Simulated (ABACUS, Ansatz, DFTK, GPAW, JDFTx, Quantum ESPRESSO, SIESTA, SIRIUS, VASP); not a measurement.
# One calculation of BN, 9 ways

```
N B
1.0
     0.00000    1.81300    1.81300
     1.81300    0.00000    1.81300
     1.81300    1.81300    0.00000
N B
1 1
Direct
  0.25000 0.25000 0.25000
  0.00000 0.00000 0.00000
```

The cell is a database's computed one, not the measured one.

Alike in all runs: task single point; functional PBEsol; k mesh 13 × 13 × 13; occupations fermi-dirac, width 0.05 eV; no spin polarisation; no spin-orbit coupling. Pressure is positive in compression and, in plane waves, holds the error of the finite cutoff.

```tsv
program and potentials	plane-wave cutoff (eV)	notes	pressure (GPa)
DFTK, PseudoDojo SR PBEsol 0.4.1 standard (PBEsol)	1143	-	-5.72
JDFTx, PseudoDojo-SR-PBEsol-0.4.1-standard with smoothed tails	1143	-	-5.72
ABACUS, PseudoDojo NC SR 0.4.1 PBEsol standard, plane waves	1143	-	-5.74
Quantum ESPRESSO, GBRV 1.5 PBEsol	612	-	?
GPAW, PAW data sets generated for this functional	800	-	-7.53
Ansatz, all-electron LAPW, scalar-relativistic	-	-	-6.29
VASP, PBE PAW files B, N, 520 eV	520	potentials made for PBE	-5.74
SIRIUS, PseudoDojo 0.4.1 PBEsol standard (scalar relativistic)	1152	-	-5.72
SIESTA, files PseudoDojo sr-pbesol-0.4.1-standard, DZP (energy shift 0.003 Ry)	-	atomic basis	-2.36
```

**Question.** Estimate from the other rows what the run with Quantum ESPRESSO, GBRV 1.5 PBEsol gave.

**Answer.** Pressure -5.77 GPa. The other rows, which needn't bracket it: pressure -7.53 to -2.36.
